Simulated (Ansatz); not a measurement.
# C (diamond 216-atom cell): levels of theory, part 2 of 3

Aim: for C (diamond 216-atom cell), compare levels of theory; the runs are relaxing the atoms and single point.

Ansatz 0.2.0; DFT PBE, scalar-relativistic, plane waves, PAW, and further levels as typed in the inputs.

## 2. Relaxing the atoms: C (diamond 216-atom cell), no spin

input.yaml reads:

```yaml
crystal:
  lattice:
    - [10.71, 0.0, 0.0]
    - [0.0, 10.71, 0.0]
    - [0.0, 0.0, 10.71]
  atoms:
    - { symbol: C, position: [0.0, 0.0, 0.0] }
    - { symbol: C, position: [0.08333333, 0.08333333, 0.08333333] }
    - { symbol: C, position: [0.08333333, 0.91666667, 0.91666667] }
    - { symbol: C, position: [0.91666667, 0.08333333, 0.91666667] }
    - { symbol: C, position: [0.91666667, 0.91666667, 0.08333333] }
    - { symbol: C, position: [0.0, 0.16666667, 0.16666667] }
    - { symbol: C, position: [0.0, 0.16666667, 0.83333333] }
    - { symbol: C, position: [0.0, 0.83333333, 0.16666667] }
    - { symbol: C, position: [0.0, 0.83333333, 0.83333333] }
    - { symbol: C, position: [0.16666667, 0.0, 0.16666667] }
    - { symbol: C, position: [0.16666667, 0.0, 0.83333333] }
    - { symbol: C, position: [0.83333333, 0.0, 0.16666667] }
    - { symbol: C, position: [0.83333333, 0.0, 0.83333333] }
    - { symbol: C, position: [0.16666667, 0.16666667, 0.0] }
    - { symbol: C, position: [0.16666667, 0.83333333, 0.0] }
    - { symbol: C, position: [0.83333333, 0.16666667, 0.0] }
    - { symbol: C, position: [0.83333333, 0.83333333, 0.0] }
    - { symbol: C, position: [0.08333333, 0.08333333, 0.75] }
    - { symbol: C, position: [0.08333333, 0.75, 0.08333333] }
    - { symbol: C, position: [0.75, 0.08333333, 0.08333333] }
    - { symbol: C, position: [0.08333333, 0.25, 0.91666667] }
    - { symbol: C, position: [0.08333333, 0.91666667, 0.25] }
    - { symbol: C, position: [0.75, 0.91666667, 0.91666667] }
    - { symbol: C, position: [0.25, 0.08333333, 0.91666667] }
    - { symbol: C, position: [0.91666667, 0.08333333, 0.25] }
    - { symbol: C, position: [0.91666667, 0.75, 0.91666667] }
    - { symbol: C, position: [0.25, 0.91666667, 0.08333333] }
    - { symbol: C, position: [0.91666667, 0.25, 0.08333333] }
    - { symbol: C, position: [0.91666667, 0.91666667, 0.75] }
    - { symbol: C, position: [0.0, 0.0, 0.33333333] }
    - { symbol: C, position: [0.0, 0.0, 0.66666667] }
    - { symbol: C, position: [0.0, 0.33333333, 0.0] }
    - { symbol: C, position: [0.0, 0.66666667, 0.0] }
    - { symbol: C, position: [0.33333333, 0.0, 0.0] }
    - { symbol: C, position: [0.66666667, 0.0, 0.0] }
    - { symbol: C, position: [0.08333333, 0.75, 0.75] }
    - { symbol: C, position: [0.75, 0.08333333, 0.75] }
    - { symbol: C, position: [0.75, 0.75, 0.08333333] }
    - { symbol: C, position: [0.08333333, 0.25, 0.25] }
    - { symbol: C, position: [0.75, 0.25, 0.91666667] }
    - { symbol: C, position: [0.75, 0.91666667, 0.25] }
    - { symbol: C, position: [0.25, 0.08333333, 0.25] }
    - { symbol: C, position: [0.25, 0.75, 0.91666667] }
    - { symbol: C, position: [0.91666667, 0.75, 0.25] }
    - { symbol: C, position: [0.25, 0.25, 0.08333333] }
    - { symbol: C, position: [0.25, 0.91666667, 0.75] }
    - { symbol: C, position: [0.91666667, 0.25, 0.75] }
    - { symbol: C, position: [0.33333333, 0.16666667, 0.16666667] }
    - { symbol: C, position: [0.33333333, 0.16666667, 0.83333333] }
    - { symbol: C, position: [0.33333333, 0.83333333, 0.16666667] }
    - { symbol: C, position: [0.33333333, 0.83333333, 0.83333333] }
    - { symbol: C, position: [0.66666667, 0.16666667, 0.16666667] }
    - { symbol: C, position: [0.66666667, 0.16666667, 0.83333333] }
    - { symbol: C, position: [0.66666667, 0.83333333, 0.16666667] }
    - { symbol: C, position: [0.66666667, 0.83333333, 0.83333333] }
    - { symbol: C, position: [0.16666667, 0.33333333, 0.16666667] }
    - { symbol: C, position: [0.16666667, 0.33333333, 0.83333333] }
    - { symbol: C, position: [0.16666667, 0.66666667, 0.16666667] }
    - { symbol: C, position: [0.16666667, 0.66666667, 0.83333333] }
    - { symbol: C, position: [0.83333333, 0.33333333, 0.16666667] }
    - { symbol: C, position: [0.83333333, 0.33333333, 0.83333333] }
    - { symbol: C, position: [0.83333333, 0.66666667, 0.16666667] }
    - { symbol: C, position: [0.83333333, 0.66666667, 0.83333333] }
    - { symbol: C, position: [0.16666667, 0.16666667, 0.33333333] }
    - { symbol: C, position: [0.16666667, 0.16666667, 0.66666667] }
    - { symbol: C, position: [0.16666667, 0.83333333, 0.33333333] }
    - { symbol: C, position: [0.16666667, 0.83333333, 0.66666667] }
    - { symbol: C, position: [0.83333333, 0.16666667, 0.33333333] }
    - { symbol: C, position: [0.83333333, 0.16666667, 0.66666667] }
    - { symbol: C, position: [0.83333333, 0.83333333, 0.33333333] }
    - { symbol: C, position: [0.83333333, 0.83333333, 0.66666667] }
    - { symbol: C, position: [0.08333333, 0.08333333, 0.41666667] }
    - { symbol: C, position: [0.08333333, 0.41666667, 0.08333333] }
    - { symbol: C, position: [0.41666667, 0.08333333, 0.08333333] }
    - { symbol: C, position: [0.75, 0.75, 0.75] }
    - { symbol: C, position: [0.08333333, 0.58333333, 0.91666667] }
    - { symbol: C, position: [0.08333333, 0.91666667, 0.58333333] }
    - { symbol: C, position: [0.41666667, 0.91666667, 0.91666667] }
    - { symbol: C, position: [0.75, 0.25, 0.25] }
    - { symbol: C, position: [0.25, 0.75, 0.25] }
    - { symbol: C, position: [0.58333333, 0.08333333, 0.91666667] }
    - { symbol: C, position: [0.91666667, 0.08333333, 0.58333333] }
    - { symbol: C, position: [0.91666667, 0.41666667, 0.91666667] }
    - { symbol: C, position: [0.25, 0.25, 0.75] }
    - { symbol: C, position: [0.58333333, 0.91666667, 0.08333333] }
    - { symbol: C, position: [0.91666667, 0.58333333, 0.08333333] }
    - { symbol: C, position: [0.91666667, 0.91666667, 0.41666667] }
    - { symbol: C, position: [0.0, 0.33333333, 0.33333333] }
    - { symbol: C, position: [0.0, 0.33333333, 0.66666667] }
    - { symbol: C, position: [0.0, 0.66666667, 0.33333333] }
    - { symbol: C, position: [0.0, 0.66666667, 0.66666667] }
    - { symbol: C, position: [0.33333333, 0.0, 0.33333333] }
    - { symbol: C, position: [0.33333333, 0.0, 0.66666667] }
    - { symbol: C, position: [0.33333333, 0.33333333, 0.0] }
    - { symbol: C, position: [0.33333333, 0.66666667, 0.0] }
    - { symbol: C, position: [0.66666667, 0.0, 0.33333333] }
    - { symbol: C, position: [0.66666667, 0.0, 0.66666667] }
    - { symbol: C, position: [0.66666667, 0.33333333, 0.0] }
    - { symbol: C, position: [0.66666667, 0.66666667, 0.0] }
    - { symbol: C, position: [0.08333333, 0.41666667, 0.75] }
    - { symbol: C, position: [0.08333333, 0.75, 0.41666667] }
    - { symbol: C, position: [0.41666667, 0.08333333, 0.75] }
    - { symbol: C, position: [0.41666667, 0.75, 0.08333333] }
    - { symbol: C, position: [0.75, 0.08333333, 0.41666667] }
    - { symbol: C, position: [0.75, 0.41666667, 0.08333333] }
    - { symbol: C, position: [0.08333333, 0.25, 0.58333333] }
    - { symbol: C, position: [0.08333333, 0.58333333, 0.25] }
    - { symbol: C, position: [0.41666667, 0.25, 0.91666667] }
    - { symbol: C, position: [0.41666667, 0.91666667, 0.25] }
    - { symbol: C, position: [0.75, 0.58333333, 0.91666667] }
    - { symbol: C, position: [0.75, 0.91666667, 0.58333333] }
    - { symbol: C, position: [0.25, 0.08333333, 0.58333333] }
    - { symbol: C, position: [0.25, 0.41666667, 0.91666667] }
    - { symbol: C, position: [0.58333333, 0.08333333, 0.25] }
    - { symbol: C, position: [0.58333333, 0.75, 0.91666667] }
    - { symbol: C, position: [0.91666667, 0.41666667, 0.25] }
    - { symbol: C, position: [0.91666667, 0.75, 0.58333333] }
    - { symbol: C, position: [0.25, 0.58333333, 0.08333333] }
    - { symbol: C, position: [0.25, 0.91666667, 0.41666667] }
    - { symbol: C, position: [0.58333333, 0.25, 0.08333333] }
    - { symbol: C, position: [0.58333333, 0.91666667, 0.75] }
    - { symbol: C, position: [0.91666667, 0.25, 0.41666667] }
    - { symbol: C, position: [0.91666667, 0.58333333, 0.75] }
    - { symbol: C, position: [0.0, 0.16666667, 0.5] }
    - { symbol: C, position: [0.0, 0.5, 0.16666667] }
    - { symbol: C, position: [0.0, 0.5, 0.83333333] }
    - { symbol: C, position: [0.0, 0.83333333, 0.5] }
    - { symbol: C, position: [0.16666667, 0.0, 0.5] }
    - { symbol: C, position: [0.5, 0.0, 0.16666667] }
    - { symbol: C, position: [0.5, 0.0, 0.83333333] }
    - { symbol: C, position: [0.83333333, 0.0, 0.5] }
    - { symbol: C, position: [0.16666667, 0.5, 0.0] }
    - { symbol: C, position: [0.5, 0.16666667, 0.0] }
    - { symbol: C, position: [0.5, 0.83333333, 0.0] }
    - { symbol: C, position: [0.83333333, 0.5, 0.0] }
    - { symbol: C, position: [0.41666667, 0.75, 0.75] }
    - { symbol: C, position: [0.75, 0.41666667, 0.75] }
    - { symbol: C, position: [0.75, 0.75, 0.41666667] }
    - { symbol: C, position: [0.41666667, 0.25, 0.25] }
    - { symbol: C, position: [0.75, 0.25, 0.58333333] }
    - { symbol: C, position: [0.75, 0.58333333, 0.25] }
    - { symbol: C, position: [0.25, 0.41666667, 0.25] }
    - { symbol: C, position: [0.25, 0.75, 0.58333333] }
    - { symbol: C, position: [0.58333333, 0.75, 0.25] }
    - { symbol: C, position: [0.25, 0.25, 0.41666667] }
    - { symbol: C, position: [0.25, 0.58333333, 0.75] }
    - { symbol: C, position: [0.58333333, 0.25, 0.75] }
    - { symbol: C, position: [0.33333333, 0.33333333, 0.33333333] }
    - { symbol: C, position: [0.33333333, 0.33333333, 0.66666667] }
    - { symbol: C, position: [0.33333333, 0.66666667, 0.33333333] }
    - { symbol: C, position: [0.33333333, 0.66666667, 0.66666667] }
    - { symbol: C, position: [0.66666667, 0.33333333, 0.33333333] }
    - { symbol: C, position: [0.66666667, 0.33333333, 0.66666667] }
    - { symbol: C, position: [0.66666667, 0.66666667, 0.33333333] }
    - { symbol: C, position: [0.66666667, 0.66666667, 0.66666667] }
    - { symbol: C, position: [0.08333333, 0.41666667, 0.41666667] }
    - { symbol: C, position: [0.41666667, 0.08333333, 0.41666667] }
    - { symbol: C, position: [0.41666667, 0.41666667, 0.08333333] }
    - { symbol: C, position: [0.08333333, 0.58333333, 0.58333333] }
    - { symbol: C, position: [0.41666667, 0.58333333, 0.91666667] }
    - { symbol: C, position: [0.41666667, 0.91666667, 0.58333333] }
    - { symbol: C, position: [0.58333333, 0.08333333, 0.58333333] }
    - { symbol: C, position: [0.58333333, 0.41666667, 0.91666667] }
    - { symbol: C, position: [0.91666667, 0.41666667, 0.58333333] }
    - { symbol: C, position: [0.58333333, 0.58333333, 0.08333333] }
    - { symbol: C, position: [0.58333333, 0.91666667, 0.41666667] }
    - { symbol: C, position: [0.91666667, 0.58333333, 0.41666667] }
    - { symbol: C, position: [0.33333333, 0.16666667, 0.5] }
    - { symbol: C, position: [0.33333333, 0.5, 0.16666667] }
    - { symbol: C, position: [0.33333333, 0.5, 0.83333333] }
    - { symbol: C, position: [0.33333333, 0.83333333, 0.5] }
    - { symbol: C, position: [0.66666667, 0.16666667, 0.5] }
    - { symbol: C, position: [0.66666667, 0.5, 0.16666667] }
    - { symbol: C, position: [0.66666667, 0.5, 0.83333333] }
    - { symbol: C, position: [0.66666667, 0.83333333, 0.5] }
    - { symbol: C, position: [0.16666667, 0.33333333, 0.5] }
    - { symbol: C, position: [0.16666667, 0.66666667, 0.5] }
    - { symbol: C, position: [0.5, 0.33333333, 0.16666667] }
    - { symbol: C, position: [0.5, 0.33333333, 0.83333333] }
    - { symbol: C, position: [0.5, 0.66666667, 0.16666667] }
    - { symbol: C, position: [0.5, 0.66666667, 0.83333333] }
    - { symbol: C, position: [0.83333333, 0.33333333, 0.5] }
    - { symbol: C, position: [0.83333333, 0.66666667, 0.5] }
    - { symbol: C, position: [0.16666667, 0.5, 0.33333333] }
    - { symbol: C, position: [0.16666667, 0.5, 0.66666667] }
    - { symbol: C, position: [0.5, 0.16666667, 0.33333333] }
    - { symbol: C, position: [0.5, 0.16666667, 0.66666667] }
    - { symbol: C, position: [0.5, 0.83333333, 0.33333333] }
    - { symbol: C, position: [0.5, 0.83333333, 0.66666667] }
    - { symbol: C, position: [0.83333333, 0.5, 0.33333333] }
    - { symbol: C, position: [0.83333333, 0.5, 0.66666667] }
    - { symbol: C, position: [0.41666667, 0.41666667, 0.75] }
    - { symbol: C, position: [0.41666667, 0.75, 0.41666667] }
    - { symbol: C, position: [0.75, 0.41666667, 0.41666667] }
    - { symbol: C, position: [0.41666667, 0.25, 0.58333333] }
    - { symbol: C, position: [0.41666667, 0.58333333, 0.25] }
    - { symbol: C, position: [0.75, 0.58333333, 0.58333333] }
    - { symbol: C, position: [0.25, 0.41666667, 0.58333333] }
    - { symbol: C, position: [0.58333333, 0.41666667, 0.25] }
    - { symbol: C, position: [0.58333333, 0.75, 0.58333333] }
    - { symbol: C, position: [0.25, 0.58333333, 0.41666667] }
    - { symbol: C, position: [0.58333333, 0.25, 0.41666667] }
    - { symbol: C, position: [0.58333333, 0.58333333, 0.75] }
    - { symbol: C, position: [0.0, 0.5, 0.5] }
    - { symbol: C, position: [0.5, 0.0, 0.5] }
    - { symbol: C, position: [0.5, 0.5, 0.0] }
    - { symbol: C, position: [0.41666667, 0.41666667, 0.41666667] }
    - { symbol: C, position: [0.41666667, 0.58333333, 0.58333333] }
    - { symbol: C, position: [0.58333333, 0.41666667, 0.58333333] }
    - { symbol: C, position: [0.58333333, 0.58333333, 0.41666667] }
    - { symbol: C, position: [0.33333333, 0.5, 0.5] }
    - { symbol: C, position: [0.66666667, 0.5, 0.5] }
    - { symbol: C, position: [0.5, 0.33333333, 0.5] }
    - { symbol: C, position: [0.5, 0.66666667, 0.5] }
    - { symbol: C, position: [0.5, 0.5, 0.33333333] }
    - { symbol: C, position: [0.5, 0.5, 0.66666667] }
scf:
  occupations: { method: fixed }
output:
  forces: true
  stress: false
kpoints:
  mp_grid: { grid: [1, 1, 1] }
hamiltonian:
  xc: pbe
relax:
  f_tol: 0.005
  max_steps: 60
```

Started as:

```console
> ansatz run input.yaml --threads 8 --pin off --max-ram 18432MiB --backend cpu --events-out ev --progress --plain --runs-dir out
```

Log (excerpt; [...] marks lines left out):

```text
Warning: RAYON_NUM_THREADS=8 ignored (pool sized by the plan → 8); use --threads N
[...]
Pseudopotentials: kind: paw
Pseudopotential: C, paw, valence charge 4, recommended cutoff 420 eV (normal), C.paw.azcp
Functional definition: PBE
[...]
Crystal: 216 atoms, lattice volume = 1228.481 Å³
Basis set: ecut = 420 eV, 23871 PW (Γ), exchange–correlation on 144×144×144 points (8 copies of the dense FFT grid, shifted against one another)
[...]
    - { symbol: C, position: [0.5833333333333334, 0.4166666666666667, 0.5833333333333334] }
    - { symbol: C, position: [0.5833333333333334, 0.5833333333333334, 0.4166666666666667] }
    - { symbol: C, position: [0.33333333333333337, 0.5, 0.5] }
    - { symbol: C, position: [0.6666666666666667, 0.5, 0.5] }
    - { symbol: C, position: [0.5, 0.33333333333333337, 0.5] }
    - { symbol: C, position: [0.5, 0.6666666666666667, 0.5] }
    - { symbol: C, position: [0.5, 0.5, 0.33333333333333337] }
    - { symbol: C, position: [0.5, 0.5, 0.6666666666666667] }
```

Run time: 11 s. Hardware: 8 threads of Intel Xeon Platinum 8259CL at 2.50GHz (Skylake/Cascade Lake), shared host; peak memory 2 GiB.

[end of part 2 of 3]
